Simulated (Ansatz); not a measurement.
# AlP (F-43m): thermal expansion from first principles, part 2 of 2

Aim: the lattice, expansion, heat capacity and bulk modulus of AlP as it warms.

What experiment has found for this phase:
- heat capacity C_P per formula unit 42 J/mol/K and bulk modulus 86 GPa near room temperature (given in “High-Throughput Prediction of Finite-Temperature Properties using the Quasi-Harmonic Approximation”, 2016, arXiv:1603.06924)

Ansatz 0.2.0; DFT LDA, scalar-relativistic, plane waves, PAW.

So far, isothermal bulk modulus at 298 K (GPa): step 5 (the quasi-harmonic study, cutoff 487.2 eV, k-mesh 8×8×8) 86.6; step 6 (k-mesh 4×4×4, q-mesh 4×4×4) 86.9. Also principal linear expansion coefficients at 298 K (× 1e-6/K): step 5 2.02; step 6 3.17. The relaxed cell has a = 5.436 Å (conventional setting).

The database entry behind the starting cell differs from later determinations by our own check (0.1 to 0.3 % short, probably kX units), so it need not match the best structure at ambient conditions.

## (8) The quasi-harmonic study, cutoff 320 eV, q-mesh 4×4×4

input.yaml reads:

```yaml
crystal:
  lattice:
    - [0.0, 2.7179748479, 2.7179748479]
    - [2.7179748479, 0.0, 2.7179748479]
    - [2.7179748479, 2.7179748479, 0.0]
  atoms:
    - { symbol: Al, position: [0.0, 0.0, 0.0] }
    - { symbol: P, position: [0.25, 0.25, 0.25] }
kpoints:
  mp_grid: { grid: [8, 8, 8] }
hamiltonian:
  xc: lda
scf:
  occupations: { method: fixed }
output:
  eigenvalues: true
basis:
  ecutwfc: 320.0
phonons:
  method: dfpt
  qmesh: [4, 4, 4]
  temperatures: { t_max: 800.0, t_step: 50 }
  thermal_expansion: {}
```

On the command line:

```sh
ansatz run input.yaml --threads 4 --pin off --max-ram 16384MiB --backend cpu --events-out ev --progress --plain --runs-dir out
```

The job ended after 3.1 min (4 threads of Arm Neoverse N1, shared host; peak memory 0.66 GiB).

Strained cells of the study; zero-point energy where phonons were solved; the pressures are stresses at a fixed cutoff and can carry an offset from the finite basis. Expansion cells, by row:

```csv
cell,|a| (Å),|b| (Å),|c| (Å),V (Å³/atom),E - E_lowest (meV/atom),"pressure, compression positive (GPa)",gap (eV),zero-point energy (meV/atom)
1,3.844,3.844,3.844,20.08,0,-1.292,1.425,-
2,3.875,3.875,3.875,20.56,3.321,-3.293,1.471,-
3,3.813,3.813,3.813,19.6,3.353,0.911,1.38,-
4,3.844,3.844,3.844,20.08,0.01,-1.297,1.425,56.18
5,3.863,3.863,3.863,20.38,1.429,-2.576,1.454,55.34
6,3.853,3.853,3.853,20.22,0.593,-1.913,1.439,55.79
7,3.871,3.871,3.871,20.5,2.627,-3.063,1.465,55.01
8,3.806,3.806,3.806,19.49,5.074,1.5,1.368,-
9,3.825,3.825,3.825,19.78,1.473,0.05,1.396,-
10,3.884,3.884,3.884,20.72,5.402,-3.877,1.485,-
```

Changing the k-mesh (4×4×4 → 8×8×8) and the cutoff (487.2 → 320 eV) takes the volume expansion at 298 K from 9.52 to 9.48 × 10⁻⁶/K and B_T from 86.9 to 85.9 GPa.

## (9) Phonons on strained cells, cutoff 487.2 eV, k-mesh 8×8×8

input.yaml, the sections that differ from step 8:

```yaml
crystal:
  lattice:
    - [0.0, 2.7169780655, 2.7169780655]
    - [2.7169780655, 0.0, 2.7169780655]
    - [2.7169780655, 2.7169780655, 0.0]
  atoms:
    - { symbol: Al, position: [0.0, 0.0, 0.0] }
    - { symbol: P, position: [0.25, 0.25, 0.25] }
phonons:
  method: fd
  qmesh: [4, 4, 4]
  temperatures: { t_max: 800.0, t_step: 50 }
  thermal_expansion: {}
# kpoints, hamiltonian, scf, output: as in step 8
# basis: removed
```

The job ended after 14 min (4 threads; peak memory 0.73 GiB; 56 min of CPU time).

Strained cells of the study; zero-point energy where phonons were solved; the pressures are stresses at a fixed cutoff and can carry an offset from the finite basis. Expansion cells, by row:

```csv
cell,|a| (Å),|b| (Å),|c| (Å),V (Å³/atom),E - E_lowest (meV/atom),"pressure, compression positive (GPa)",gap (eV),zero-point energy (meV/atom)
1,3.842,3.842,3.842,20.06,0,-0.014,1.42,-
2,3.873,3.873,3.873,20.54,3.184,-2.063,1.465,-
3,3.812,3.812,3.812,19.58,3.258,2.247,1.372,-
4,3.843,3.843,3.843,20.06,0,-0.027,1.42,56.38
5,3.862,3.862,3.862,20.36,1.283,-1.332,1.448,55.55
6,3.852,3.852,3.852,20.2,0.291,-0.646,1.433,55.99
7,3.869,3.869,3.869,20.48,2.485,-1.832,1.46,55.22
8,3.804,3.804,3.804,19.47,5.087,2.837,1.36,-
9,3.823,3.823,3.823,19.76,1.241,1.362,1.391,-
10,3.883,3.883,3.883,20.7,5.513,-2.676,1.479,-
```

Changing the cutoff (320 → 487.2 eV) and the phonon method (dfpt → fd) takes the volume expansion at 298 K from 9.48 to 8.98 × 10⁻⁶/K and B_T from 85.9 to 86.9 GPa.

## (10) Comparing the runs

Times are for 4 threads of Arm Neoverse N1, shared host. Results by setting:

```csv
no.,functional,cutoff (eV),k-mesh,q-mesh,method,pressure (GPa),volume expansion coefficient at 298 K (1e-6/K),C_P at 298 K (J/mol-atom/K),isothermal bulk modulus at 298 K (GPa),time,memory (GiB)
1,lda,487.2,8×8×8,2×2×2,dfpt,0,6.045,20.51,86.59,82 s,0.53
2,lda,487.2,4×4×4,4×4×4,dfpt,0,9.524,20.61,86.92,86 s,0.47
3,lda,320,8×8×8,4×4×4,dfpt,0,9.476,20.61,85.88,3.1 min,0.66
4,lda,487.2,8×8×8,4×4×4,fd,0,8.978,20.57,86.86,14 min,0.73
```

The runs together, line volume. Expansion coefficient, volume against temperature; values in 1e-6/K:

```csv
temperature (K),"lda, 487.2, 8×8×8, 2×2×2, dfpt, 0","lda, 487.2, 4×4×4, 4×4×4, dfpt, 0","lda, 320, 8×8×8, 4×4×4, dfpt, 0","lda, 487.2, 8×8×8, 4×4×4, fd, 0"
0,0,0,0,0
50,-3.45,-1.73,-1.87,-1.91
100,-4.31,-1.47,-1.76,-1.91
150,-1.1,2.16,1.91,1.61
200,2.1,5.51,5.34,4.94
250,4.45,7.91,7.81,7.35
298,6.05,9.52,9.48,8.98
300,6.1,9.58,9.53,9.03
350,7.27,10.8,10.8,10.2
400,8.14,11.6,11.7,11.1
450,8.8,12.3,12.3,11.8
500,9.32,12.8,12.9,12.3
550,9.75,13.3,13.4,12.8
600,10.1,13.6,13.8,13.1
650,10.4,13.9,14.1,13.4
700,10.7,14.2,14.4,13.7
750,10.9,14.5,14.7,14.0
800,11.2,14.7,14.9,14.2
```

The runs together, line C_P. Table of heat capacity, C_P by temperature; values in J/mol-atom/K:

```csv
temperature (K),"lda, 487.2, 8×8×8, 2×2×2, dfpt, 0","lda, 487.2, 4×4×4, 4×4×4, dfpt, 0","lda, 320, 8×8×8, 4×4×4, dfpt, 0","lda, 487.2, 8×8×8, 4×4×4, fd, 0"
0,0,0,0,0
50,3.26,2.85,2.93,2.93
100,8.53,8.43,8.48,8.46
150,13.3,13.3,13.4,13.3
200,16.7,16.8,16.8,16.8
250,19.0,19.1,19.1,19.1
298,20.5,20.6,20.6,20.6
300,20.6,20.7,20.7,20.6
350,21.6,21.7,21.7,21.6
400,22.3,22.4,22.4,22.4
450,22.8,22.9,22.9,22.9
500,23.2,23.3,23.3,23.3
550,23.5,23.6,23.6,23.6
600,23.8,23.8,23.8,23.8
650,23.9,24.0,24.0,24.0
700,24.1,24.2,24.2,24.2
750,24.2,24.3,24.3,24.3
800,24.3,24.4,24.4,24.4
```

## (11) Results

```
settings of these figures                        : LDA, 487.2 eV, k 8×8×8, q 4×4×4
volume expansion coefficient at 298 K            : 8.978 1e-6/K
C_P at 298 K                                     : 20.57 J/mol-atom/K
entropy at 298 K                                 : 21.09 J/mol-atom/K
isothermal bulk modulus at 298 K                 : 86.86 GPa
Grüneisen parameter at 298 K                     : 0.4610
volume at 298 K                                  : 20.17 Å³/atom
principal linear expansion coefficients at 298 K : 2.993, 2.993, 2.993 1e-6/K
```

What this shows: Near room temperature AlP expands by 8.98 × 10⁻⁶/K in volume by LDA, with C_P = 20.6 J/(mol K) per mole of atoms and B_T = 86.9 GPa. At low temperature the volume shrinks on warming, because modes with negative Grüneisen parameters outweigh the rest; the coefficient turns positive near 130 K. C_P at room temperature is 82 % of the classical 3R an atom, so the stiffest modes are still partly frozen out. A measured bulk modulus near room temperature is 86 GPa (arXiv:1603.06924); the calculated 86.9 GPa differs by +1 %. The table does not say whether its value is isothermal or adiabatic. A measured heat capacity per formula unit near room temperature is 42 J/mol/K (arXiv:1603.06924); the calculated 41.1 J/mol/K differs by -2 %. The expansion still moved strongly between the settings tried, so its convergence is not shown. Changing the q-mesh, k-mesh, cutoff and phonon method moves the volume expansion at 298 K between 6.05 and 9.52 × 10⁻⁶/K, while the CPU time spans a factor of 12. The interpolation has no quadrupole term, so branches near the zone centre are less sure, since this crystal has sites that are not centres of inversion. The PAW files were made for PBE and are used here under another functional, for which the program regenerates the frozen cores.

[Logs are printed without paths, hosts, clocks, repeated set-up lines and the standing remarks that a program may print on its own settings, such as how far it seeks lower states.]

[Hosts, paths, dates, database ids (printed as entryN), source tags and the programs' standing remarks are cut or masked in the printed files.]

[A step with changed settings may run another functional than the one named; its input shows which.]
